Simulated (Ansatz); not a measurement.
## Band table of SiC (wurtzite type)

```
CELL_PARAMETERS angstrom
3.09192 0.00000 0.00000
-1.54596 2.67768 0.00000
0.00000 0.00000 5.07429
ATOMIC_POSITIONS crystal
Si 0.33333 0.66667 0.00008
Si 0.66667 0.33333 0.50008
C 0.33333 0.66667 0.37592
C 0.66667 0.33333 0.87592
```

The cell comes from a relaxation on PAW files under the same functional, begun from a prototype that needn't be the stable phase.

Computed with Ansatz 0.2.0; functional PBE, scalar-relativistic. Settings: a Γ-centred 13×13×7 k mesh, Fermi–Dirac smearing of 0.1 eV, no spin polarisation. Methods: LAPW: all electrons, basis error target 1 meV/atom.

Path points, in fractions of the reciprocal vectors: Γ (0.000, 0.000, 0.000), M (0.500, 0.000, 0.000), K (0.333, 0.333, 0.000), A (0.000, 0.000, 0.500), L (0.500, 0.000, 0.500), H (0.333, 0.333, 0.500). Levels in eV from the valence-band top; bands 11 to 20, counted from the lowest band of the run. The gap is 2.31 eV, the pressure 0.03 GPa.

```
# k(1/Å) point b11 b12 b13 b14 b15 b16 b17 b18 b19 b20
0.000 Γ -15.45 -11.94 -8.61 -1.31 -1.31 -0.11 0.00 0.00 4.67 6.04
0.168 - -15.36 -11.86 -8.53 -1.82 -1.47 -0.35 -0.16 -0.05 5.01 6.07
0.335 - -15.10 -11.64 -8.29 -3.01 -1.84 -1.22 -0.37 -0.21 5.00 6.43
0.503 - -14.67 -11.30 -7.92 -4.39 -2.35 -2.29 -0.74 -0.46 4.34 6.31
0.670 - -14.09 -10.87 -7.50 -5.66 -3.56 -2.70 -1.33 -0.74 3.69 5.36
0.838 - -13.37 -10.49 -7.49 -6.16 -4.73 -3.02 -2.08 -0.98 3.18 4.69
1.006 - -12.62 -10.48 -7.78 -5.88 -5.59 -3.22 -2.85 -1.14 2.86 4.33
1.173 M -12.18 -10.72 -7.73 -6.26 -5.38 -3.29 -3.24 -1.19 2.75 4.21
1.270 - -12.15 -10.71 -7.70 -6.24 -5.36 -3.47 -3.24 -1.33 3.00 4.12
1.367 - -12.07 -10.69 -7.61 -6.19 -5.31 -3.92 -3.26 -1.72 3.66 3.85
1.464 - -11.94 -10.66 -7.47 -6.12 -5.28 -4.43 -3.29 -2.24 3.43 4.58
1.560 - -11.77 -10.65 -7.28 -6.04 -5.50 -4.66 -3.36 -2.80 3.00 5.64
1.657 - -11.55 -10.68 -7.03 -6.00 -5.93 -4.54 -3.50 -3.31 2.63 6.73
1.754 - -11.29 -10.79 -6.76 -6.28 -6.05 -4.30 -3.71 -3.66 2.39 7.69
1.851 K -11.02 -11.02 -6.64 -6.25 -6.25 -3.99 -3.99 -3.78 2.31 8.11
2.044 - -11.78 -10.48 -6.87 -6.44 -5.46 -4.76 -3.43 -3.26 2.61 7.44
2.238 - -12.74 -10.27 -7.17 -5.73 -5.51 -4.46 -2.70 -2.43 3.40 6.59
2.431 - -13.65 -10.59 -7.25 -5.62 -4.70 -3.37 -1.85 -1.61 4.48 5.95
2.625 - -14.42 -11.10 -7.71 -4.66 -3.49 -2.28 -1.05 -0.92 5.48 5.65
2.818 - -14.98 -11.55 -8.19 -3.29 -2.32 -1.30 -0.45 -0.43 5.62 5.74
3.012 - -15.33 -11.84 -8.50 -1.96 -1.54 -0.43 -0.19 -0.08 5.11 6.04
3.205 Γ -15.45 -11.94 -8.61 -1.31 -1.31 -0.11 0.00 0.00 4.67 6.04
3.294 - -15.42 -12.05 -8.45 -1.30 -1.30 -0.26 -0.02 -0.02 4.69 6.15
3.382 - -15.35 -12.35 -8.04 -1.25 -1.25 -0.66 -0.08 -0.08 4.76 6.45
3.471 - -15.22 -12.73 -7.46 -1.26 -1.19 -1.19 -0.17 -0.17 4.88 6.66
3.559 - -15.05 -13.14 -6.77 -1.98 -1.09 -1.09 -0.28 -0.28 5.03 6.72
3.648 - -14.84 -13.54 -6.02 -2.76 -0.98 -0.98 -0.42 -0.42 5.24 6.39
3.736 - -14.57 -13.92 -5.23 -3.58 -0.85 -0.85 -0.56 -0.56 5.48 6.07
3.825 A -14.27 -14.27 -4.41 -4.41 -0.71 -0.71 -0.71 -0.71 5.76 5.76
3.992 - -14.18 -14.18 -4.38 -4.38 -1.11 -1.11 -0.83 -0.83 5.95 5.95
4.160 - -13.93 -13.93 -4.35 -4.35 -2.03 -2.03 -1.13 -1.13 5.57 5.57
4.327 - -13.51 -13.51 -4.63 -4.63 -2.80 -2.80 -1.51 -1.51 4.80 4.80
4.495 - -12.96 -12.96 -5.57 -5.57 -2.89 -2.89 -1.88 -1.88 4.13 4.13
4.663 - -12.30 -12.30 -6.74 -6.74 -2.66 -2.66 -2.17 -2.17 3.64 3.64
4.830 - -11.64 -11.64 -7.74 -7.74 -2.41 -2.41 -2.36 -2.36 3.35 3.35
4.998 L -11.32 -11.32 -8.19 -8.19 -2.42 -2.42 -2.31 -2.31 3.25 3.25
5.095 - -11.30 -11.30 -8.17 -8.17 -2.74 -2.74 -2.15 -2.15 3.39 3.39
5.191 - -11.24 -11.24 -8.11 -8.11 -3.26 -3.26 -2.04 -2.04 3.71 3.71
5.288 - -11.15 -11.15 -8.01 -8.01 -3.88 -3.88 -1.95 -1.95 4.07 4.07
5.385 - -11.02 -11.02 -7.90 -7.90 -4.51 -4.51 -1.87 -1.87 4.39 4.39
5.482 - -10.89 -10.89 -7.79 -7.79 -5.06 -5.06 -1.80 -1.80 4.67 4.67
5.578 - -10.78 -10.78 -7.72 -7.72 -5.43 -5.43 -1.75 -1.75 4.90 4.90
5.675 H -10.73 -10.73 -7.70 -7.70 -5.56 -5.56 -1.73 -1.73 4.99 4.99
5.869 - -11.00 -11.00 -7.55 -7.55 -5.17 -5.17 -1.83 -1.83 4.82 4.82
6.062 - -11.73 -11.73 -6.89 -6.89 -4.33 -4.33 -2.12 -2.12 4.80 4.80
6.256 - -12.55 -12.55 -5.88 -5.88 -3.36 -3.36 -2.46 -2.46 4.99 4.99
6.449 - -13.27 -13.27 -4.86 -4.86 -2.83 -2.83 -2.16 -2.16 5.27 5.27
6.643 - -13.82 -13.82 -4.37 -4.37 -2.24 -2.24 -1.38 -1.38 5.70 5.70
6.836 - -14.15 -14.15 -4.37 -4.37 -1.23 -1.23 -0.87 -0.87 6.00 6.00
7.030 A -14.27 -14.27 -4.41 -4.41 -0.71 -0.71 -0.71 -0.71 5.76 5.76
```
